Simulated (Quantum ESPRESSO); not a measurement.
**Ti: phonons at points of the zone under several settings**

```xyz
2
Lattice="2.9500 0.0000 0.0000 -1.4750 2.5548 0.0000 0.0000 0.0000 4.6800" Properties=species:S:1:pos:R:3 pbc="T T T"
Ti    1.4750    0.8516    3.5100
Ti    0.0000    1.7032    1.1700
```

All runs used Quantum ESPRESSO 7.5; potentials PseudoDojo 0.4.1 SR LDA standard; k mesh 8 × 8 × 5; relaxed cell; no spin polarisation; cutoff 1143 eV; occupations cold, width 0.2 eV.

| level | point | frequencies (cm⁻¹) |
| --- | --- | --- |
| LDA | Γ (0.000, 0.000, 0.000) | 0 0 0 111 111 202 |
| LDA | A (0.000, 0.000, 0.500) | 52i 52i 52i 52i 190 190 |
| LDA | H (0.333, 0.333, 0.500) | 43 43 241 241 284 284 |
| LDA | K (0.333, 0.333, 0.000) | ? |

Task: What stands in the row left open?

Result: Frequencies 221 221 229 229 241 310 cm⁻¹.

Values marked i are imaginary: the cell is unstable against those modes at that level, or the meshes are too thin.

Caveats: the mesh is thin for the phonons of a metal; the q point doesn't lie on the k mesh, which can shift a metal's frequencies strongly unless the mesh is converged (some runs); some modes are imaginary (some runs).

For the row left open. Caveat: the mesh is thin for the phonons of a metal; the q point doesn't lie on the k mesh, which can shift a metal's frequencies strongly unless the mesh is converged.
